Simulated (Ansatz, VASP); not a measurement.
# MgS: VASP beside Ansatz

Contents of INCAR:

```
ALGO     = Normal         # electronic algorithm
EDIFF    = 1E-6           # SCF threshold, eV
ENCUT    = 520            # plane-wave cutoff, eV
ISIF     = 2              # what is computed and relaxed
ISMEAR   = -1             # smearing method
LASPH    = True           # aspherical terms in the spheres
LCHARG   = False          # write CHGCAR
LREAL    = False          # projectors in reciprocal space
LWAVE    = False          # write WAVECAR
NBANDS   = 11             # bands
NELM     = 100            # most SCF steps
PREC     = Accurate       # precision mode
SIGMA    = 0.01           # smearing width, eV
```

KPOINTS

```
k-points
0
Gamma
  8 8 8
```

The input POSCAR:

```
MgS
1.0
    0.0000000000      2.5841887356      2.5841887356
    2.5841887356      0.0000000000      2.5841887356
    2.5841887356      2.5841887356      0.0000000000
Mg S
1 1
Direct
    0.0000000000      0.0000000000      0.0000000000
    0.5000000000      0.5000000000      0.5000000000
```

Input for Ansatz:

```yaml
crystal:
  lattice:
    - [0.0, 2.5841887356, 2.5841887356]
    - [2.5841887356, 0.0, 2.5841887356]
    - [2.5841887356, 2.5841887356, 0.0]
  atoms:
    - { symbol: Mg, position: [0.0, 0.0, 0.0] }
    - { symbol: S, position: [0.5, 0.5, 0.5] }
kpoints:
  mp_grid: { grid: [8, 8, 8] }
  band_path:
    path:
      - [0.0, 0.0, 0.0]
      - [0.5, 0.0, 0.5]
      - [0.625, 0.25, 0.625]
      - [0.375, 0.375, 0.75]
      - [0.0, 0.0, 0.0]
      - [0.5, 0.5, 0.5]
      - [0.5, 0.25, 0.75]
      - [0.5, 0.0, 0.5]
    npoints: 5
scf:
  occupations: { method: fermi_dirac, width: 0.01 }
hamiltonian:
  xc: lda
  pseudopotentials: { kind: all_electron, lapw: { basis_error: 0.00025 } }
output:
  forces: true
  stress: true
  eigenvalues: true
```

Change from the starting cell: volume scaled by 0.98.

Alike in both runs: task single point; functional LDA; k mesh 8 × 8 × 8; occupations fermi-dirac, width 0.01 eV; no spin polarisation.

|  | VASP | Ansatz |
| --- | --- | --- |
| version | VASP 6.6.1 | Ansatz 0.2.0 |
| potentials or method | VASP PAW LDA potentials, release 64 (Mg, S) | all-electron LAPW, scalar-relativistic |
| plane-wave cutoff (eV) | 520 | see its input |

```csv
,VASP,Ansatz,Ansatz less VASP
gap on the k mesh at the Fermi level (eV),2.60,2.60,+0.003
pressure (GPa),-2.4,-1.8,+0.61
```

Ansatz ran all-electron here, so the differences hold the error of VASP's frozen core and of both bases.

A k mesh can miss the band edges.
